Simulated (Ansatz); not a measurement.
# Relaxing PbO

Level of theory: DFT, PBE, scalar-relativistic, no spin polarisation; plane waves to 420 eV with PAW datasets (Ansatz 0.2.0), Γ-centred 8×8×6 mesh, 0.05 eV Gaussian smearing. The datasets are Ansatz's generated set soft_2.

The Crystallography Open Database holds a cell of this formula and space group, from which this one stands far in volume, proportions or bonds. The database's entry of this formula in the relaxed cell's space group, P4/nmm, has axes of 3.967 × 3.967 × 4.992 Å and 19.64 Å³/atom (1985), the relaxed one 4.057 × 4.057 × 5.597 Å and 23.03.

Starting cell:

```
CELL_PARAMETERS angstrom
3.99130 0.00000 0.00000
0.00000 3.99130 0.00000
0.00000 0.00000 5.02937
ATOMIC_POSITIONS crystal
Pb 0.50000 0.00000 0.23680
Pb 0.00000 0.50000 0.76320
O 0.00000 0.00000 0.00000
O 0.50000 0.50000 0.00000
```

The steps in volume:

| run | level | k-mesh | kind | V (Å³/atom) | P (GPa) | E − E(final) (meV/atom) | gap on the mesh (eV) |
| --- | --- | --- | --- | --- | --- | --- | --- |
| 1 | PBE | 8×8×8 | cell and atoms relaxed | 23.03 | 0.0 | 0.0 | 1.80 |
| 2 | PBE | 8×8×6 | cell and atoms relaxed | 23.03 | 0.0 | 0.0 | 1.80 |

The final structure (symmetry read at 0.01 Å). The structure is tetragonal, space group P4/nmm (No. 129). The conventional cell has a = 4.057 Å, b = 4.057 Å, c = 5.597 Å, α = 90.00°, β = 90.00°, γ = 90.00°. Around Pb (site symmetry 4mm) lie 4 O at 2.35 Å. O (site symmetry -4m2) has 4 Pb at 2.35 Å as nearest neighbours. (Shells end 15 % past the nearest neighbour.)

At the final geometry the gap, band path included, is 1.80 eV. The elastic tensor is positive definite (smallest eigenvalue 1.9 GPa). Against the elements' standard states, run alike and uncorrected, the formation energy is -1.09 eV/atom. The runs in the table took roughly 3 core-minutes.

**Why it comes out so.**

Within 0.6 eV of the edges the projected states are 66 % O 2p at the top of the valence band and 73 % Pb 6p at the bottom of the conduction band. The valence edge mixes anion p with metal states, so the bond is partly covalent and the gap isn't a plain transfer from O to Pb.

Bader charges against formal ones: Pb +1.17 (+2), O −1.17 (−2). The cations give up 58 % of the formal charge; Bader charges stay under formal ones because the anions' density reaches into the cations' basins, the more so the higher the formal charge and the softer the anion.

Semilocal functionals underestimate band gaps, commonly by a third or more. These numbers lack spin–orbit coupling. The structure is layered, and this functional has no dispersion term, so the layers' spacing is poorly fixed, often too long, and so is what hangs on it.
